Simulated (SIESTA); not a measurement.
The system is Zn.

```xyz
1
Lattice="0.0000 1.9648 1.9648 1.9648 0.0000 1.9648 1.9648 1.9648 0.0000" Properties=species:S:1:pos:R:3 pbc="T T T"
Zn    0.0000    0.0000    0.0000
```

This isn't the form of Zn at room conditions, which is hcp.

* Program: SIESTA 5.4.2
* Task: single point
* Functional: PBE
* Potentials or basis: PseudoDojo 0.4 standard (PBE files)
* Basis: DZP (energy shift 0.002 Ry)
* Grid cutoff: 800 Ry
* Energy shift: 0.002 Ry
* k mesh: 12 × 12 × 12
* Occupations: fermi-dirac, width 0.05 eV
* Spin: no spin polarisation

On this cell: pressure -1.8 GPa; band gap on the k mesh none (metal or under the smearing width).

The same run follows on a disturbed copy (cell strained at random at fixed volume):

```
Zn
1.0
     0.00399    2.00457    1.96702
     1.95665   -0.00432    1.97532
     1.92741    1.98363    0.02492
Zn
1
Direct
  0.97223 0.01156 0.01002
```

Question: What changes?

Answer: The energy (extrapolated to zero smearing) moves by +1.8 meV/atom; pressure -1.8 GPa; band gap on the k mesh none (metal or under the smearing width).

Stress tensor (GPa, compression positive):
```
-1.21 -0.23  0.56
-0.23 -2.70  0.43
 0.56  0.43 -1.44
```

Caveats: semicore shells carry a single zeta, which can move pressures by several GPa and volumes by a few percent; the valence orbitals were made in a potential fitted to the semicore shell under them, which widens gaps by tenths of an eV or more; the basis of atomic orbitals isn't converged, which shifts pressures, moduli and gaps.
